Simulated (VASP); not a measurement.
Wanted: the native input for a VASP 6.6.1 run.

```yaml
Task: relaxation of cell and atoms
Functional: RPBE
Potentials_or_basis: VASP PAW PBE potentials, release 64 (Al, Ni)
Cutoff: 600 eV
k_mesh: 14 × 14 × 14
Occupations: methfessel-paxton, width 0.1 eV
Spin: no spin polarisation
Further_INCAR_settings: ALGO = Normal; EDIFF = 1e-07; IBRION = 2; EDIFFG = -0.005; NSW = 90; ISIF = 3
```

The structure of AlNi lies in POSCAR:

```
AlNi                                    
1.0
    2.9158742994     -0.0000000000     -0.0000000000
   -0.0000000000      2.9158742994     -0.0000000000
    0.0000000000     -0.0000000000      2.9158742994
  Al              Ni            
     1     1
Direct
     0.0000000000000000    0.0000000000000000    0.0000000000000000
     0.5000000000000000    0.5000000000000000    0.5000000000000000
```

These files were run (other wordings do the same):

INCAR

```
SYSTEM = AlNi
  PREC = Accurate
  ENCUT = 600
  EDIFF = 1E-7
  ISMEAR = 1
  SIGMA = 0.1
  LREAL = .False.
  LASPH = .True.
  NELM = 80
  ALGO = Normal
  ISIF = 3
  LWAVE = .False.
  LCHARG = .False.
  GGA = RP
  IBRION = 2
  NSW = 90
  EDIFFG = -0.005
```

KPOINTS

```
Automatic mesh
0
Gamma
  14 14 14
  0 0 0
```

Potentials or basis: VASP PAW PBE potentials, release 64 (Al, Ni).

Command:

```sh
$ cat potpaw_PBE.64/Al/POTCAR potpaw_PBE.64/Ni/POTCAR > POTCAR
$ mpirun -np 1 vasp_std > vasp.out
```

Results of the run:

The pressure after relaxing is 0.0 GPa and the band gap on the k mesh is none (metal or under the smearing width).

Caveat: the relaxation stopped at its first step, so nothing moved; the PAW data sets were made with another functional, which shifts forces and pressure a little.

Wall time 12 s on 1 thread of Intel(R) Xeon(R) 6975P-C (Granite Rapids), with other jobs on the host, peak memory 0.16 GiB.
